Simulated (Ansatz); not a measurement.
## La: changing the functional

The cell as given:

Space group P6_3/mmc (No. 194). a = 3.770 Å, b = 3.770 Å, c = 12.159 Å, α = 90.00°, β = 90.00°, γ = 120.00°
```json
{"atom": "La", "site": "2d", "symmetry": "-6m2", "x": "0.6667", "y": "0.3333", "z": "0.2500"}
{"atom": "La", "site": "2a", "symmetry": "-3m.", "x": "0.0000", "y": "0.0000", "z": "0.5000"}
```

Kept alike: task relaxation of cell and atoms; k mesh 8 × 8 × 3; occupations fermi-dirac, width 0.05 eV; no spin polarisation. Program: Ansatz, Ansatz PAW. Cutoffs run from 420 to 500 eV. The mesh is that of the run's cell of 4 atoms. No spin-orbit coupling.

| functional | volume (Å³/atom) | first edge of the run's cell (Å) | third edge of the run's cell (Å) |
| --- | --- | --- | --- |
| BLYP | 39.880 | 3.852 | 12.416 |
| LDA | 32.262 | 3.593 | 11.544 |
| PBE | 37.091 | 3.761 | 12.113 |
| PBEsol | 33.979 | 3.656 | 11.744 |
| RPBE | 39.058 | 3.825 | 12.332 |
| r2SCAN | 37.215 | 3.771 | 12.089 |
| revPBE | 38.500 | 3.807 | 12.271 |

The relaxations keep at least the cell's symmetry (P6_3/mmc). For a metal such a mesh leaves the last digits unconverged. Relaxations stop with a little pressure left, so the last digits of a volume or edge aren't settled. All rows use potentials made for PBE.

Question: What does the functional change here?

Answer: The volume runs from 32.262 (LDA) to 39.880 Å³/atom (BLYP). From PBE: BLYP +2.789; LDA -4.829; PBEsol -3.112; RPBE +1.967; r2SCAN +0.124; revPBE +1.409. The first edge of the run's cell runs from 3.593 (LDA) to 3.852 Å (BLYP). From PBE: BLYP +0.091; LDA -0.168; PBEsol -0.105; RPBE +0.064; r2SCAN +0.010; revPBE +0.046. The third edge of the run's cell runs from 11.544 (LDA) to 12.416 Å (BLYP). From PBE: BLYP +0.303; LDA -0.569; PBEsol -0.369; RPBE +0.219; r2SCAN -0.024; revPBE +0.158.
